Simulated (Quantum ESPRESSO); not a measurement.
Si2Ni: equation of state with PBEsol

The system is Si2Ni.

```
CELL_PARAMETERS angstrom
0.00000 2.70300 2.70300
2.70300 0.00000 2.70300
2.70300 2.70300 0.00000
ATOMIC_POSITIONS crystal
Ni 0.00000 0.00000 0.00000
Si 0.75000 0.75000 0.75000
Si 0.25000 0.25000 0.25000
```

* Program: Quantum ESPRESSO 7.5
* Task: equation of state
* Functional: PBEsol
* Potentials or basis: GBRV 1.5 PBEsol
* Cutoff: 612 eV
* Density cutoff: 4898 eV
* k mesh: 9 × 9 × 9
* Occupations: fermi-dirac, width 0.05 eV
* Spin: collinear spin, ferromagnetic start
* Starting moments: [1.0, 0.0, 0.0] μB

```json
{"Equilibrium volume": "13.11 Å³/atom", "Bulk modulus": "155 GPa", "Pressure derivative of the bulk modulus": "3.8"}
```

Energy against volume, from the lowest point:
| volume (Å³/atom) | energy (meV/atom) |
| --- | --- |
| 12.376 | 21.44 |
| 12.639 | 8.40 |
| 12.902 | 1.45 |
| 13.166 | 0.00 |
| 13.429 | 3.58 |
| 13.692 | 11.70 |
| 13.956 | 23.96 |

All runs of the series together: 2.8 min on 2 threads of AMD EPYC 9R14 (Zen 4), with other jobs on the host.
